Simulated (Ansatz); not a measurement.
# CdO2 (P-3m1) in Ansatz: convergence with scf exx energy threshold

Aim: find how far scf exx energy threshold must go before the results for CdO2 settle, at HSE06. This setting moves, with any that are tied to it; all else stays.

Everything below comes from runs of Ansatz 0.2.0. Logs are shortened: lines on timing, memory, paths and dates and some standing lists are left out, and cuts for length are marked.

## (1) The structure

The structure is trigonal, space group P-3m1 (No. 164). The conventional cell has a = 3.476 Å, b = 3.476 Å, c = 4.148 Å, α = 90.00°, β = 90.00°, γ = 120.00°. Cd (site symmetry -3m) is surrounded by 6 O at 2.25 Å. Around O (site symmetry 3m) lie 3 Cd at 2.25 Å.

The cell comes from a database or a generator and needn't be the stable form of this composition.

## (2) With scf exx energy threshold 0.01

input.yaml reads:

```yaml
crystal:
  lattice:
    - [3.4762295762, 0.0, 0.0]
    - [-1.7381147881, 3.0105031223, 0.0]
    - [0.0, 0.0, 4.148076]
  atoms:
    - { symbol: Cd, position: [0.0, 0.0, 0.0] }
    - { symbol: O, position: [0.3333333333, 0.6666666667, 0.244219] }
    - { symbol: O, position: [0.6666666667, 0.3333333333, 0.755781] }
hamiltonian:
  xc: hse06
  pseudopotentials: { kind: paw }
kpoints:
  mp_grid: { grid: [5, 5, 4] }
scf:
  occupations: { method: cold, width: 0.1 }
  exx: { energy_threshold: 0.01 }
output:
  forces: true
  stress: true
  eigenvalues: true
```

Potentials or basis: Ansatz PAW.

On the command line:

```
$ ansatz run input.yaml --threads 2 --pin off --max-ram 5632MiB --backend cpu --events-out ev --progress --plain --runs-dir out
```

Wall time 11 s (2 threads of Arm Neoverse V2, shared host); peak memory 0.8 GiB.

Results:

```
Free energy            : -9385.4600 eV
Pressure               : -9.5 GPa
Largest force          : 0.125 eV/Å
Band gap on the k mesh : none (metal or under the smearing width)
```

## (3) With scf exx energy threshold 0.001

Changes to input.yaml since step 2:

```diff
@@ -16,3 +16,3 @@
   occupations: { method: cold, width: 0.1 }
-  exx: { energy_threshold: 0.01 }
+  exx: { energy_threshold: 0.001 }
 output:
```

Potentials or basis: Ansatz PAW.

On the command line:

```
$ ansatz run input.yaml --threads 2 --pin off --max-ram 5632MiB --backend cpu --events-out ev --progress --plain --runs-dir out
```

Wall time 11 s (2 threads of Arm Neoverse V2, shared host); peak memory 0.8 GiB.

What came out:

- Free energy: -9385.4600 eV
- Pressure: -9.5 GPa
- Largest force: 0.125 eV/Å
- Band gap on the k mesh: none (metal or under the smearing width)

## (4) With scf exx energy threshold 0.0001

Changes to input.yaml since step 3:

```diff
@@ -16,3 +16,3 @@
   occupations: { method: cold, width: 0.1 }
-  exx: { energy_threshold: 0.001 }
+  exx: { energy_threshold: 0.0001 }
 output:
```

On the command line:

```
$ ansatz run input.yaml --threads 2 --pin off --max-ram 5632MiB --backend cpu --events-out ev --progress --plain --runs-dir out
```

Run time: 11 s. Hardware: 2 threads of Arm Neoverse V2, shared host; peak memory 0.8 GiB.

What came out:

- Free energy: -9385.4600 eV
- Pressure: -9.5 GPa
- Largest force: 0.125 eV/Å
- Band gap on the k mesh: none (metal or under the smearing width)

## (5) With scf exx energy threshold 1e-05

Changes to input.yaml since step 4:

```diff
@@ -16,3 +16,3 @@
   occupations: { method: cold, width: 0.1 }
-  exx: { energy_threshold: 0.0001 }
+  exx: { energy_threshold: 1.0e-05 }
 output:
```

On the command line:

```
$ ansatz run input.yaml --threads 2 --pin off --max-ram 5632MiB --backend cpu --events-out ev --progress --plain --runs-dir out
```

Run time: 11 s. Hardware: 2 threads of Arm Neoverse V2, shared host; peak memory 0.8 GiB.

The run converged. Its results:

```yaml
Free_energy: -9385.4600 eV
Pressure: -9.5 GPa
Largest_force: 0.125 eV/Å
Band_gap_on_the_k_mesh: none (metal or under the smearing width)
```

## (6) With scf exx energy threshold 1e-06

Changes to input.yaml since step 5:

```diff
@@ -16,3 +16,3 @@
   occupations: { method: cold, width: 0.1 }
-  exx: { energy_threshold: 1.0e-05 }
+  exx: { energy_threshold: 1.0e-06 }
 output:
```

Potentials or basis: Ansatz PAW.

On the command line:

```
$ ansatz run input.yaml --threads 2 --pin off --max-ram 5632MiB --backend cpu --events-out ev --progress --plain --runs-dir out
```

Wall time 11 s (2 threads of Arm Neoverse V2, shared host); peak memory 0.8 GiB.

Results (log left out):

```
Free energy            : -9385.4600 eV
Pressure               : -9.5 GPa
Largest force          : 0.125 eV/Å
Band gap on the k mesh : none (metal or under the smearing width)
```

## (7) With scf exx energy threshold 1e-07

Changes to input.yaml since step 6:

```diff
@@ -16,3 +16,3 @@
   occupations: { method: cold, width: 0.1 }
-  exx: { energy_threshold: 1.0e-06 }
+  exx: { energy_threshold: 1.0e-07 }
 output:
```

Potentials or basis: Ansatz PAW.

On the command line:

```
$ ansatz run input.yaml --threads 2 --pin off --max-ram 5632MiB --backend cpu --events-out ev --progress --plain --runs-dir out
```

The log of the run:

```text
Warning: output.stress: scf.convergence.dr2_threshold = 1e-7 eV (the SCF's general default) is looser than the 3e-10 eV advised for a printed stress (1e-10 eV for each atom of the cell: 3). What an SCF threshold leaves in a stress goes as its square root, and in the free energy as the threshold itself, and one threshold admits the most on a small cell: of the crystals measured, under no hybrid functional and no lock of the moments, on runs that ended without the residual-converged pass, on stresses that held no estimate of that error, the worst erred by over 100 MPa in a component at 1e-7 eV an atom and by under 5 at 1e-10. Set scf.convergence.dr2_threshold to 3e-10 eV or tighter. The threshold is an SCF's pass mark: one that does not reach it within its budget of iterations ends unconverged, or closes short of it on a stop that the run arms, and scf.convergence.dr2_threshold's page says what that costs each kind of run
Warning: output.stress: scf.exx.energy_threshold = 1e-7 eV is looser than the 3e-8 eV advised for a stress under a hybrid functional (1e-8 eV for each atom of the cell: 3). Every SCF of the exchange loop can meet its threshold on dr2 while the loop round them stops early: no threshold on dr2 bounds what that leaves in the stress. Set scf.exx.energy_threshold to 3e-8 eV or tighter. The threshold is the loop's pass mark: a loop that does not reach it within its budget of cycles ends unconverged, and scf.exx.energy_threshold's page has the law
Warning: RAYON_NUM_THREADS=2 ignored (pool sized by the plan → 2); use --threads N
Engine: ansatz 0.2.0, aarch64-unknown-linux-gnu
Pseudopotentials: kind: paw
Pseudopotential: Cd, paw, valence charge 20, recommended cutoff 420 eV (normal), Cd.paw.azcp
Pseudopotential: O, paw, valence charge 6, recommended cutoff 420 eV (normal), O.paw.azcp
Functional definition: HSE06
  parameter a = 0.25
  parameter omega = 0.11/bohr
  exchange = pbe_x - a*pbe_x_sr(omega) + a*exact_x_sr(omega)
  correlation = pbe_c
Crystal: 3 atoms, lattice volume = 43.410 Å³
Basis set: ecut = 420 eV, 823 PW (Γ), exchange–correlation on 48×48×60 points (8 copies of the dense FFT grid, shifted against one another)
Bands: 20, of which v1, the nominal top of the filled ones, is band 16 counted from 1 (15 counted from 0)
Symmetry: 12 space group operations
Space group: P-3m1 (ITA 164), of the structure as read, at distance tolerance 3.5e-5 Å
k-points: 17 of 100
Non-local potential: Cd, projectors of the file, l = 0: 3, l = 1: 2, l = 2: 2, l = 3: 1
Non-local potential: O, projectors of the file, l = 0: 2, l = 1: 2, l = 2: 1
PAW form: soft (Blöchl's): semilocal exchange-correlation on the pseudo side does not see the compensation charge
PAW frozen core: Cd, regenerated for the run's functional, and the local potential with it (the file was generated under x = pbe(κ = 0.804, μ = 0.2195149727645171), c = pbe(β = 0.06672455060314922))
PAW frozen core: O, regenerated for the run's functional, and the local potential with it (the file was generated under x = pbe(κ = 0.804, μ = 0.2195149727645171), c = pbe(β = 0.06672455060314922))
PAW one-centre angular grid: Cd, 590 points (default); XC on 64 Gauss nodes
PAW one-centre angular grid: O, 110 points (default); XC on 96 Gauss nodes
Initial density: superposition of atomic densities (neutral atoms: chi_scale 0, normalization atom), corrected by the library's trained network
Initial wavefunctions: pseudopotential atomic-orbital guess
Functional: x = pbe(κ = 0.804, μ = 0.2195149727645171), c = pbe(β = 0.06672455060314922), warm-up for x = pbe(κ = 0.804, μ = 0.2195149727645171) + 0.25 (exact − pbe) at short range (hse, ω = 0.20786987370883472 Å⁻¹), c = pbe(β = 0.06672455060314922); HSE06 as pw.x's `hse` composes it (authors' and Libxc's form: `xc: wpbeh`)
SCF iter   1: F=—  HF=-9384.085883 eV  |F-HF|=—  |Δ(HF+E_count)|=         —  Δρ=6.01e-3  dr2=7.94e-3  ethr=1.77e-3  ⟨swp⟩=6.8  Hψ=1345  notcnv=0
preconditioner: auto → Kerker (q_TF=auto, 2.593 Å⁻¹)  [metal: Δε(μ)=0.028 eV  Ē_g=12.935 eV  σ=0.100 eV  W_gap=0.18  n_scr=20 (ndim 8)  ℏωp=27.6 eV  f_vac=0.105  D(μ)=3.88/eV (n_scr^D=52)]
SCF iter   2: F=—  HF=-9384.084674 eV  |F-HF|=—  |Δ(HF+E_count)|=   1.21e-3  S|Δr|=    0.00e0  Δρ=1.70e-3  dr2=8.02e-4  ethr=2.48e-5  ⟨swp⟩=3.0  Hψ=676  notcnv=0
SCF iter   3: F=—  HF=-9384.084715 eV  |F-HF|=—  |Δ(HF+E_count)|=   4.14e-5  S|Δr|=    0.00e0  Δρ=6.41e-4  dr2=2.22e-4  ethr=2.51e-6  ⟨swp⟩=3.0  Hψ=707  notcnv=0
SCF iter   4: F=—  HF=-9384.084768 eV  |F-HF|=—  |Δ(HF+E_count)|=   5.26e-5  S|Δr|=    0.00e0  Δρ=2.85e-4  dr2=3.95e-5  ethr=6.93e-7  ⟨swp⟩=3.0  Hψ=661  notcnv=0
iter 5 solved again at ethr=1.21e-8 eV; its pass at ethr=1.23e-7 eV (dr2=3.86e-6 eV) is discarded
[... 34 lines left out ...]
SCF iter   7: F=-9385.460028 eV  HF=-9385.460028 eV  |F-HF|=6.55e-11  |Δ(HF+E_count)|=  1.51e-10  S|Δr|=    0.00e0  Δρ=5.87e-7  dr2=1.36e-10  ethr=1.06e-12 (applied; sched 1.00e-12)  ⟨swp⟩=3.0  Hψ=772  notcnv=0
SCF 3 converged in 7 iterations: F = -9385.460028 eV  dr2 = 1.36e-10
  Residual-converged pass: ⟨swp⟩=3.0  Hψ=679  notcnv=0  max |occ|·‖R‖ = 2.5e-7 eV (tolerance 2.7e-7 eV)  dr2=1.36e-10  dr2_onsite=9.68e-12  max |Δocc| = 2.6e-13
hybrid outer 2: dexx = +3.497e-6 eV, tail = 6.28e-8 eV, Δε = 2.90e-3 eV (about 1.71e-4 eV left of the loop's levels), ΔF = 4.69e-3 eV/Å (tail 1.19e-3)
Exchange kernel: α = 0.2500, screened, ω = 0.2079 Å⁻¹, Wigner–Seitz truncation, v(0) = 1038.1436 eV·Å³, q-mesh 5×5×4, nearest image of the exchange supercell L = 16.59 Å, pair-density grid 15×15×20, without the augmentation charges, whose exchange is taken in its separable form by FFT convolution over the k-point mesh (sized by the pseudopotential files, 24×24×30 at the most), smooth part of the exact exchange by density-matrix convolution
Frozen-core exchange: fock
SCF iter   1: F=—  HF=-9385.460028 eV  |F-HF|=—  |Δ(HF+E_count)|=         —  Δρ=1.18e-5  dr2=4.15e-8  ethr=9.82e-10  ⟨swp⟩=3.2  Hψ=712  notcnv=0
SCF iter   2: F=—  HF=-9385.460028 eV  |F-HF|=—  |Δ(HF+E_count)|=   2.97e-9  S|Δr|=    0.00e0  Δρ=9.93e-6  dr2=2.79e-8  ethr=6.05e-11  ⟨swp⟩=2.9  Hψ=652  notcnv=0
SCF iter   3: F=—  HF=-9385.460028 eV  |F-HF|=—  |Δ(HF+E_count)|=   1.62e-8  S|Δr|=    0.00e0  Δρ=3.28e-6  dr2=3.51e-9  ethr=3.93e-11  ⟨swp⟩=3.0  Hψ=748  notcnv=0
SCF iter   4: F=—  HF=-9385.460028 eV  |F-HF|=—  |Δ(HF+E_count)|=  3.18e-10  S|Δr|=    0.00e0  Δρ=1.27e-6  dr2=3.98e-10  ethr=7.73e-12  ⟨swp⟩=3.0  Hψ=829  notcnv=0
SCF iter   5: F=-9385.460028 eV  HF=-9385.460028 eV  |F-HF|=3.64e-12  |Δ(HF+E_count)|=  4.18e-10  S|Δr|=    0.00e0  Δρ=2.99e-7  dr2=3.56e-11  ethr=1.00e-12  ⟨swp⟩=3.0  Hψ=711  notcnv=0
SCF 4 converged in 5 iterations: F = -9385.460028 eV  dr2 = 3.56e-11
  Residual-converged pass: ⟨swp⟩=2.9  Hψ=718  notcnv=0  max |occ|·‖R‖ = 2.7e-7 eV (tolerance 2.7e-7 eV)  dr2=3.56e-11  dr2_onsite=2.12e-12  max |Δocc| = 7.2e-13
hybrid outer 3: dexx = +1.118e-7 eV, tail = 1.58e-9 eV, Δε = 3.40e-4 eV (about 4.22e-5 eV left of the loop's levels), ΔF = 5.26e-5 eV/Å (tail 8.00e-5)
hybrid SCF converged: 3 outer / 18 inner (+10 warm-up), last move |dexx| = 1.12e-7 eV, tail = 1.58e-9 eV
Stability not checked: this state was not tested for a lower state beside it, because the functional holds exact exchange (a hybrid, or Hartree-Fock), whose exchange loop this test does not read (fock_operator; see scf.lower_state_search)
Free energy (F): -9385.460028 eV
Frozen-core exchange: fock
Harris-Foulkes:  -9385.460028 eV  (|F-HF|=3.64e-12)
Internal energy: -9385.461762 eV  (E = F + TS)
E sigma→0 (E₀):  -9385.460606 eV
Entropy (-TS):   0.001733 eV (0.578 meV/atom)
Fermi energy:    5.547200 eV
--- Per-component energies (eV) ---
  E_band       = -592.304229
  E_kinetic    = 844.454666
  E_local      = -4244.402142  (includes V_loc(G=0)·N_el)
  E_nonlocal   = 129.474316
  E_hartree    = 1886.008534
  E_xc         = -255.963241
  E_vxc        = -320.600061  (∫ρ·V_xc dr)
  E_exx        = -123.476083  (= α·E_x^exact, valence–valence)
  E_paw        = -4339.239329  (= ΣΔE_a)
  E_vpaw       = -526.300238  (= ΣTr[D̂ρ^β])
  E_aug_tail   = 0.004520  (compensation charges beyond the density's cutoff)
  E_ewald      = -3281.667676
  E_core_change = -0.655325  (= ΣΔE_core)
  E_smearing   = 0.001733  (= −TS)
  E_closure    = 0.000000  (closes the sum)
  Σ components = -9385.460028   (vs F -9385.460028, Δ=0.00e0)
--- Forces (eV/Å), atoms counted from 1 ---
  atom   1  Cd    -0.00000000     0.00000000     0.00000000
  atom   2  O      0.00000000    -0.00000000    -0.12475732
  atom   3  O      0.00000000     0.00000000     0.12475732
  max |Σ_I F_I| component: 5.26e-31 eV/Å
--- Stress (GPa, compression-positive) ---
       -9.812802       0.000000      -0.000000
        0.000000      -9.812802      -0.000000
       -0.000000      -0.000000      -8.732257
  P = ⅓ Tr σ = -9.4526 GPa (-94.526 kbar)
--- Band table (eV; the first three rows and the last of 17) ---
  k-point 0: bands = ["-99.8626", "-59.5875", "-59.5744", "-59.5744", "-13.6155", "-12.1401", "-2.7254", "-2.7254", "-2.3778", "-1.7721", "-1.7721", "2.9017", "4.4164", "4.4164", "5.3514", "5.3514", "5.7291", "10.1543", "15.4394", "20.8671"]
  k-point 1: bands = ["-99.8627", "-59.5877", "-59.5744", "-59.5744", "-13.4544", "-12.3323", "-2.7143", "-2.7143", "-2.2382", "-1.7824", "-1.7824", "3.0353", "4.2392", "4.2392", "4.8503", "5.5478", "5.5478", "11.1910", "14.9274", "20.9225"]
  k-point 2: bands = ["-99.8627", "-59.5878", "-59.5744", "-59.5744", "-13.2052", "-12.6122", "-2.7031", "-2.7031", "-2.0908", "-1.7923", "-1.7923", "3.5152", "3.7626", "4.1028", "4.1028", "5.7036", "5.7036", "12.6370", "13.7594", "21.0213"]
  k-point 16: bands = ["-99.8623", "-59.5862", "-59.5810", "-59.5777", "-12.7584", "-12.6852", "-2.2775", "-2.2134", "-1.7106", "-1.7078", "-1.4868", "1.8208", "2.1460", "2.8252", "3.7205", "5.8035", "5.9584", "15.1503", "15.9408", "18.2778"]
```

Wall time 11 s (2 threads of Arm Neoverse V2, shared host); peak memory 0.8 GiB.

Results:

```yaml
Free_energy: -9385.4600 eV
Pressure: -9.5 GPa
Largest_force: 0.125 eV/Å
Band_gap_on_the_k_mesh: none (metal or under the smearing width)
```

## (8) The series at a glance

```tsv
scf exx energy threshold	energy less the tightest run, at zero smearing (meV/atom)	SCF cycles	CPU time (s)	peak memory (GiB)
0.01	0.00	29	21	0.8
0.001	0.00	29	21	0.8
0.0001	0.00	29	21	0.8
1e-05	0.00	28	20	0.8
1e-06	0.00	27	21	0.8
1e-07	0.00	28	21	0.8
```

Against the tightest run, the energy stays within 1 meV/atom from 0.01 on. The tightest run that finished is the yardstick and may itself not be fully converged.

Caveats: all runs use coarse meshes; the PAW data sets come from PBE, with cores solved anew for the run's functional, which leaves a small shift of forces and pressure; the thresholds are loose for stress.
